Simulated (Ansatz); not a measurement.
Consider the formal exchange of groups at a Ge–C bond: `C=[CH][Ge]([Cl])([Cl])[Cl]` + `CC(=O)CC(C)C` → `CC(C)[CH2][Ge]([Cl])([Cl])[Cl]` + `C=CC(C)=O`.

Program: Ansatz. Geometries: PBE0-D4/def2-TZVP. ΔE: electronic, gas phase. CCSD(T)/CBS is the MP2 limit (def2-TZVPP, def2-QZVPP) plus CCSD(T) − MP2 in def2-TZVPP, frozen cores. Functionals use def2-TZVPP. For Ge outer-core shells are correlated without core-valence functions, which leaves a few kJ/mol of doubt a bond. Scalar relativity is left out up to krypton. One conformer a species, not always the lowest.

| level | ΔE (kJ/mol) |
| --- | --- |
| BLYP-D4 | -21.1 |
| PBE0-D4 | -17.7 |
| revPBE | -15.1 |
| CCSD(T)/def2-TZVPP | -16.2 |

Task: What does CCSD(T)/CBS give? (Best estimate.)

Result: The calculation gave: -17.3 kJ/mol. The listed levels differ from it by -3.8, -0.4, 2.2, 1.1 kJ/mol.

Largest T1 diagnostic among the species: 0.014.

From BLYP to BHLYP (50 % exact exchange), in def2-TZVPP and without D4, ΔE moves by +3.8 kJ/mol. At CCSD(T), def2-SVP lies +5.8 kJ/mol from the extrapolated value and def2-TZVPP +1.0 kJ/mol. The D4 term adds −5.0 kJ/mol with B3LYP and −3.0 kJ/mol with PBE0; it sums over pairs of atoms, weighted by their polarisabilities, and B3LYP, whose exchange is more repulsive, gets the larger term.

CCSD(T)/CBS has its own doubt, a few kJ/mol and more with outer-core shells, so smaller differences from it don't rank the levels.

B3LYP here is the variant with VWN-RPA as its local correlation; programs differ in this.
